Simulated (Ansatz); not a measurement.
A 15-atom cell of La₂O₃ from a materials database, 15 atoms and 120 valence electrons in a cell of about 246 Å³, was run 8 times in the PAW code Ansatz, each time on 1 × NVIDIA H100 80GB HBM3 with 2 threads of AMD EPYC 7R13 Processor (Zen 3), on a shared host.

```json
{"run": "relaxation, PBE", "k mesh": "6×6×4", "irreducible k": "47", "cutoff (eV)": "420", "plane waves": "5013", "bands": "75", "SCF iterations": "62", "wall time": "49 s", "peak host memory (GiB)": "1.3"}
{"run": "relaxation, r2SCAN", "k mesh": "6×6×4", "irreducible k": "47", "cutoff (eV)": "500", "plane waves": "6245", "bands": "75", "SCF iterations": "123", "wall time": "82 s", "peak host memory (GiB)": "1.4"}
{"run": "bands, PBE", "k mesh": "8×8×4", "irreducible k": "78", "cutoff (eV)": "420", "plane waves": "4855", "bands": "67", "SCF iterations": "7", "wall time": "5.5 s", "peak host memory (GiB)": "1.3"}
{"run": "single point, r2SCAN", "k mesh": "8×8×4", "irreducible k": "78", "cutoff (eV)": "500", "plane waves": "6245", "bands": "67", "SCF iterations": "9", "wall time": "26 s", "peak host memory (GiB)": "1.7"}
{"run": "single point, HSE06", "k mesh": "4×4×2", "irreducible k": "14", "cutoff (eV)": "420", "plane waves": "4855", "bands": "67", "SCF iterations": "20", "wall time": "2.6 min", "peak host memory (GiB)": "3.6"}
{"run": "single point, PBE+SOC", "k mesh": "8×8×4", "irreducible k": "78", "cutoff (eV)": "420", "plane waves": "4855", "bands": "134", "SCF iterations": "11", "wall time": "18 s", "peak host memory (GiB)": "3"}
{"run": "field response, r2SCAN", "k mesh": "6×6×2", "irreducible k": "40", "cutoff (eV)": "500", "plane waves": "6245", "bands": "75", "SCF iterations": "17", "wall time": "2.1 min", "peak host memory (GiB)": "7.1"}
{"run": "single point, PBE0", "k mesh": "4×4×2", "irreducible k": "14", "cutoff (eV)": "420", "plane waves": "4855", "bands": "67", "SCF iterations": "21", "wall time": "2.6 min", "peak host memory (GiB)": "3.6"}
```

The slowest run (single point, PBE0) took about 28 times as long as the quickest (bands, PBE).

Only the levels marked +SOC include spin-orbit coupling.
